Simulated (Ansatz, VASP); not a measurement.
Two plane-wave programs on Bi

```
Bi
1.0
     5.74307    0.00000    0.00000
    -2.87154    4.97365    0.00000
     0.00000    0.00000    3.31039
Bi
3
Direct
  0.00000 0.00000 0.00000
  0.33333 0.66667 0.50000
  0.66667 0.33333 0.50000
```

Alike in both runs: functional PBE; k mesh 3 × 3 × 6; occupations gaussian, width 0.1 eV; no spin polarisation.

Ansatz relaxed the structure, and its values are those at the end. VASP's run is a single point on that final structure, the one shown.

|  | VASP | Ansatz |
| --- | --- | --- |
| version | VASP 6.6.1 | Ansatz 0.2.0 |
| potentials or method | VASP PAW PBE potentials, release 64 (Bi_d) | scalar-relativistic, plane waves, PAW |
| plane-wave cutoff (eV) | 520 | 420 |
| valence electrons in the cell | 45 | 45 |

|  | VASP | Ansatz | Ansatz less VASP |
| --- | --- | --- | --- |
| gap on the k mesh at the Fermi level (eV) | none | none | - |
| pressure (GPa) | 0.3 | 0.4 | +0.06 |

A gap of «none» marks a metal or a gap that the smearing closes. With one functional, cell and mesh, what is left measures potentials, basis and numerics.

Caveats: the k mesh is coarse (spacing up to 0.42 Å⁻¹), so the values aren't converged; spin-orbit coupling is left out, which moves the levels of the heavy elements.
